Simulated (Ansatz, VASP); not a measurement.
**CdS (Greenockite): VASP beside Ansatz**

The input INCAR:

```
PREC = Accurate ; ENCUT = 520
EDIFF = 1E-6 ; ISMEAR = 0
SIGMA = 0.027000000000000003 ; LREAL = False
LASPH = True ; NELM = 80
ALGO = Normal ; ISIF = 2
LWAVE = False ; LCHARG = False
GGA = PE
```

Contents of KPOINTS:

```
Automatic mesh
0
Gamma
  7 7 4
```

File POSCAR:

```
CdS
1.0
    4.1500000000      0.0000000000      0.0000000000
   -2.0750000000      3.5940054257      0.0000000000
    0.0000000000      0.0000000000      6.7370000000
Cd S
2 2
Direct
    0.6666666667      0.3333333333      0.5000000000
    0.3333333333      0.6666666667      0.0000000000
    0.6666666667      0.3333333333      0.8750000000
    0.3333333333      0.6666666667      0.3750000000
```

input.yaml

```yaml
crystal:
  lattice:
    - [4.15, 0.0, 0.0]
    - [-2.075, 3.5940054257, 0.0]
    - [0.0, 0.0, 6.737]
  atoms:
    - { symbol: Cd, position: [0.6666666667, 0.3333333333, 0.5] }
    - { symbol: Cd, position: [0.3333333333, 0.6666666667, 0.0] }
    - { symbol: S, position: [0.6666666667, 0.3333333333, 0.875] }
    - { symbol: S, position: [0.3333333333, 0.6666666667, 0.375] }
hamiltonian:
  xc: pbe
  pseudopotentials: { kind: paw }
kpoints:
  mp_grid: { grid: [7, 7, 4] }
scf:
  occupations: { method: gaussian, width: 0.027 }
output:
  forces: true
  stress: true
  eigenvalues: true
```

Alike in both runs: task single point; functional PBE; k mesh 7 × 7 × 4; occupations gaussian, width 0.027 eV; no spin polarisation.

|  | VASP | Ansatz |
| --- | --- | --- |
| version | VASP 6.6.1 | Ansatz 0.2.0 |
| potentials or method | VASP PAW PBE potentials, release 64 (Cd, S) | Ansatz PAW |
| plane-wave cutoff (eV) | 520 | 420 |
| valence electrons in the cell | 36 | 52 |

VASP gave:

- gap on the k mesh at the Fermi level (eV): 1.20
- least direct gap on the mesh (eV): 1.20
- pressure (GPa): 2.4
- largest component of the traceless stress (GPa): 0.44
- rms of the force components (eV/Å): 0.040

**Question.** What did Ansatz give for the same quantities?

**Answer.** gap on the k mesh at the Fermi level (eV): 1.20; least direct gap on the mesh (eV): 1.20; pressure (GPa): 2.1; largest component of the traceless stress (GPa): 0.42; rms of the force components (eV/Å): 0.039.

Atom by atom the forces differ by 0.001 eV/Å (rms over components). The functional is the same, so the differences come from potentials, cutoffs and numerics. The two sets of potentials don't hold the same shells in valence.

Caveats: odd divisions of the mesh miss points on the zone boundary, where band edges often lie, so the gap on the mesh can be too wide (Ansatz).
